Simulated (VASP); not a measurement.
Input of a VASP 6.6.1 run:

The input INCAR:

```
ALGO = Normal
EDIFF = 1E-7
ENCUT = 520
GGA = PE
ISIF = 2
ISMEAR = -1
LASPH = True
LCHARG = True
LELF = True
LREAL = False
LVHAR = True
LWAVE = False
NBANDS = 17
NELM = 100
PREC = Accurate
SIGMA = 0.05
```

The input KPOINTS:

```
k-points
0
Gamma
  8 8 4
```

File POSCAR:

```
Ca
1.0
    1.9712759950     -3.3954901800      0.0000000000
    1.9712759950      3.3954901800      0.0000000000
    0.0000000000      0.0000000000      6.5091117400
Ca
2
Direct
    0.1607990000      0.8473820000      0.7475550000
    0.8355430000      0.1700960000      0.2539290000
```

Potentials or basis: VASP PAW PBE potentials, release 64 (Ca_sv).

Command:

```console
$ cat potpaw_PBE.64/Ca_sv/POTCAR > POTCAR
$ mpirun -np 1 vasp_std > vasp.out
```

Q: What does it give for the pressure?

A: -0.4 GPa.

Q: What does it give for the band gap on the k mesh?

A: None (metal or under the smearing width).

Q: Estimate the largest force.

A: 0.067 eV/Å.

Forces in eV/Å, atoms in the order of the input:
```
Ca  -0.002 -0.029  0.060
Ca   0.002  0.029 -0.060
```
